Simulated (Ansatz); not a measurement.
**GaSb in Ansatz: the effect of functional**

GaSb:

```
Sb Ga
1.0
     0.00000    3.05900    3.05900
     3.05900    0.00000    3.05900
     3.05900    3.05900    0.00000
Sb Ga
1 1
Direct
  0.75000 0.75000 0.75000
  0.00000 0.00000 0.00000
```

Alike in all runs:

- Program: Ansatz 0.2.0
- Task: band structure
- Potentials or basis: all-electron LAPW, scalar-relativistic
- Basis error allowed: 0.001 eV/atom
- k mesh: 8 × 8 × 8
- Occupations: fermi-dirac, width 0.05 eV
- Spin: no spin polarisation

| functional | cutoff | pressure (GPa) |
| --- | --- | --- |
| LDA | 279 eV (chosen from the basis error) | -1.7 |
| PBEsol | 278 eV (chosen from the basis error) | -0.1 |
| RPBE | 278 eV (chosen from the basis error) | 3.9 |
| revPBE | 278 eV (chosen from the basis error) | 3.5 |
| BLYP | 279 eV (chosen from the basis error) | ? |

Problem. What does the run with functional BLYP give?

Solution. Pressure 5.3 GPa.

Runs at the PBE level aren't shown here.
